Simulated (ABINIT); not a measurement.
# AlAs (F-43m): G0W0 in ABINIT against the bands in the self-energy

Wanted: the cheapest bands in the self-energy that holds the gap of AlAs (F-43m).

Calculated with ABINIT 10.8.3; PBE and many-body steps on it, plane waves.

Most raw output is cut from this account.

**1. The starting structure**

The structure is cubic, space group F-43m (No. 216). Conventional cell: a = 5.661 Å, b = 5.661 Å, c = 5.661 Å, α = 90.00°, β = 90.00°, γ = 90.00°. Al has 4 As at 2.45 Å nearest. Nearest to As lie 4 Al at 2.45 Å. Farther neighbours are not listed.

The cell and positions come from the Crystallography Open Database and are kept as given unless a step says otherwise.

**2. Screening, 4×4×4 mesh, 300 bands, screening to 272.1 eV**

This step: ABINIT 10.8.3; RPA screening on PBE, plane waves, norm-conserving pseudopotentials.

The RPA dielectric matrix is built and inverted for each q.

Input file run.abi:

```
acell 3*1.0 Angstrom
rprim 
  -0.000000000000 2.830400000000 2.830400000000
  2.830400000000 0.000000000000 2.830400000000
  2.830400000000 2.830400000000 0.000000000000
ntypat 2
znucl 13 33
natom 2
typat 1 2
xred 
  0.000000000000 0.000000000000 0.000000000000
  0.250000000000 0.250000000000 0.250000000000
pp_dirpath "pseudos"
pseudos "Al.upf, As.upf"
ecut 38
ngkpt 4 4 4
nshiftk 1
shiftk 0 0 0
kptopt 1
chksymbreak 0
istwfk *1
occopt 1
irdwfk 1
optdriver 3
nband 300
ecuteps 10
inclvkb 2
awtr 1
symchi 1
indata_prefix "in"
outdata_prefix "out"
tmpdata_prefix "tmp"
```

The run is started by

```sh
$ OMP_NUM_THREADS=1 mpirun -n 8 abinit run.abi > log
```

Run time: 22 s. Hardware: 8 MPI ranks of AMD EPYC 9R45, shared host; peak memory 2.5 GiB.

This step gave:

| Property | Result |
| --- | --- |
| ε∞ with local fields, on this mesh, along the program's q direction | 14.29 |
| the same without local fields | 16.02 |
| plasma frequency | 23.39 eV |
| plane waves in the screening matrix | 459 |

Local fields lower ε∞ by 11 %. On a Γ-centred mesh this coarse the value itself is usually too large, while a short band sum pulls it down.

**3. 17 bands**

This step: G0W0 on PBE, plane waves, norm-conserving pseudopotentials.

run.abi: that of step 2 with these lines changed.

```diff
@@ -23,8 +23,17 @@
 irdwfk 1
-optdriver 3
-nband 300
+optdriver 4
+nband 17
+gwcalctyp 0
+ecutsigx 38
+symsigma 1
+nkptgw 2
+kptgw 
+  0.0000000000 0.0000000000 0.0000000000
+  0.5000000000 0.5000000000 0.0000000000
+bdgw 
+  7 13
+  8 11
 ecuteps 10
-inclvkb 2
-awtr 1
-symchi 1
+irdscr 1
+ppmodel 1
 indata_prefix "in"
```

The job ended after 4 s (8 MPI ranks; peak memory 1.9 GiB; 30 s of CPU time).

Numbers from this step:

- G0W0 gap on the points computed: 2.092 eV
- starting gap on the mesh: 1.436 eV
- k of the valence top: 0, 0, 0
- k of the conduction bottom: 0.5, 0.5, 0
- Z at the valence top: 0.799
- Z at the conduction bottom: 0.814
- least direct G0W0 gap on the computed points: 3.029 eV

**4. 18 bands**

run.abi: that of step 3 with these lines changed.

```diff
@@ -24,3 +24,3 @@
 optdriver 4
-nband 17
+nband 18
 gwcalctyp 0
```

Run time: 3.9 s. Hardware: 8 MPI ranks; peak memory 1.9 GiB; 30 s of CPU time.

This step gave:

```yaml
g0w0_gap_on_the_points_computed: 2.122 eV
starting_gap_on_the_mesh: 1.436 eV
k_of_the_valence_top: 0, 0, 0
k_of_the_conduction_bottom: 0.5, 0.5, 0
z_at_the_valence_top: 0.797
z_at_the_conduction_bottom: 0.813
least_direct_g0w0_gap_on_the_computed_points: 3.008 eV
```

**5. 35 bands**

run.abi: that of step 4 with these lines changed.

```diff
@@ -24,3 +24,3 @@
 optdriver 4
-nband 18
+nband 35
 gwcalctyp 0
```

Run time: 5.1 s. Hardware: 8 MPI ranks; peak memory 1.9 GiB; 39 s of CPU time.

Numbers from this step:

```
G0W0 gap on the points computed              : 2.266 eV
starting gap on the mesh                     : 1.436 eV
k of the valence top                         : 0, 0, 0
k of the conduction bottom                   : 0.5, 0.5, 0
Z at the valence top                         : 0.787
Z at the conduction bottom                   : 0.804
least direct G0W0 gap on the computed points : 3.049 eV
```

**6. 82 bands**

The self-energy is evaluated for the states that the input lists, and the levels follow from it, in one-shot runs by the linearised quasiparticle equation.

run.abi: that of step 5 with these lines changed.

```diff
@@ -24,3 +24,3 @@
 optdriver 4
-nband 35
+nband 82
 gwcalctyp 0
```

Elapsed: 8.6 s, on 8 MPI ranks; peak memory 2 GiB; 67 s of CPU time.

Numbers from this step:

| Quantity | Value |
| --- | --- |
| G0W0 gap on the points computed | 2.433 eV |
| starting gap on the mesh | 1.436 eV |
| k of the valence top | 0, 0, 0 |
| k of the conduction bottom | 0.5, 0.5, 0 |
| least direct G0W0 gap on the computed points | 3.088 eV |

The gap on the mesh goes from 1.44 eV to 2.43 eV, a correction of +1.00 eV.

**7. 179 bands**

run.abi: that of step 6 with these lines changed.

```diff
@@ -24,3 +24,3 @@
 optdriver 4
-nband 82
+nband 179
 gwcalctyp 0
```

Wall time 16 s (8 MPI ranks); peak memory 2.4 GiB.

Numbers from this step:

```
G0W0 gap on the points computed              : 2.513 eV
starting gap on the mesh                     : 1.436 eV
k of the valence top                         : 0, 0, 0
k of the conduction bottom                   : 0.5, 0.5, 0
least direct G0W0 gap on the computed points : 3.098 eV
```

Against the run before, the gap moves by +0.080 eV.

**8. 300 bands**

run.abi: that of step 7 with these lines changed.

```diff
@@ -24,3 +24,3 @@
 optdriver 4
-nband 179
+nband 300
 gwcalctyp 0
```

Elapsed: 25 s, on 8 MPI ranks; peak memory 3 GiB.

This step gave:

| Item | Value |
| --- | --- |
| G0W0 gap on the points computed | 2.538 eV |
| starting gap on the mesh | 1.436 eV |
| k of the valence top | 0, 0, 0 |
| k of the conduction bottom | 0.5, 0.5, 0 |
| least direct G0W0 gap on the computed points | 3.103 eV |

Against the run before, the gap moves by +0.025 eV.

**9. Side by side**

Times are wall times on 8 MPI ranks of AMD EPYC 9R45, shared host, good to a factor of about two. A run's time includes the screening step that it read.

```csv
run,mesh,bands,screening cutoff (eV),DFT gap (eV),gap on the mesh (eV),direct (eV),ε∞ used,time
17 bands,4×4×4,17,272.1,1.436,2.092,3.029,14.29,26 s
18 bands,4×4×4,18,272.1,1.436,2.122,3.008,14.29,26 s
35 bands,4×4×4,35,272.1,1.436,2.266,3.049,14.29,27 s
82 bands,4×4×4,82,272.1,1.436,2.433,3.088,14.29,31 s
179 bands,4×4×4,179,272.1,1.436,2.513,3.098,14.29,38 s
300 bands,4×4×4,300,272.1,1.436,2.538,3.103,14.29,47 s
```

**10. Results**

```
17 bands     : 2.092 eV
18 bands     : 2.122 eV
35 bands     : 2.266 eV
82 bands     : 2.433 eV
179 bands    : 2.513 eV
300 bands    : 2.538 eV
known limits : not at the basis limit; exchange with frozen shells missing; no spin-orbit coupling; coarse k mesh
```

What this shows: The setting moved: bands in the self-energy. From 17 bands to 300 bands the gap moves by +0.45 eV. The last step still moves it by +0.025 eV. Bands and screening cutoff are coupled, so a series along one setting does not show full convergence. Bands and cutoff are finite, so the gap is not at the basis limit. The miss can reach some tenths of an eV and take either sign; the mesh is an error of its own. In the G0W0 runs levels were corrected at 2 k points alone, so a gap called «on the mesh» is the least over those, and an edge elsewhere would be missed. The 4×4×4 mesh is coarse for this cell, which bears on the long-range parts of exchange and screening. The norm-conserving file of at least one element keeps a d shell over frozen s and p shells of the same row. Exchange with those shells is missing from the self-energy, an error of 0.3 to 0.9 eV in cases checked, whose sign depends on which edge lies on those atoms. The many-body steps are scalar-relativistic: spin-orbit coupling is not in them.

[Paths, hosts, dates, memory and timing lines, banners, echoed tables and standing remarks are left out of the program output.]

[Logs are printed without paths, hosts, clocks, repeated set-up lines and the standing remarks that a program may print on its own settings, such as how far it seeks lower states.]

[Runs of the session that timed out or met a known fault of the program may be left out.]

[Hosts, paths, dates, database ids (printed as entryN), source tags and the programs' standing remarks are cut or masked in the printed files.]

[G0W0 gaps are taken among the corrected bands and points alone; a level outside them can change the order at an edge.]

[Where Ansatz stands beside ABINIT at settings called matched, ABINIT's density can come from a denser mesh and the files from another edition; pairs whose starting gaps differed by over 0.03 eV were left out, so agreement reads better than it is.]
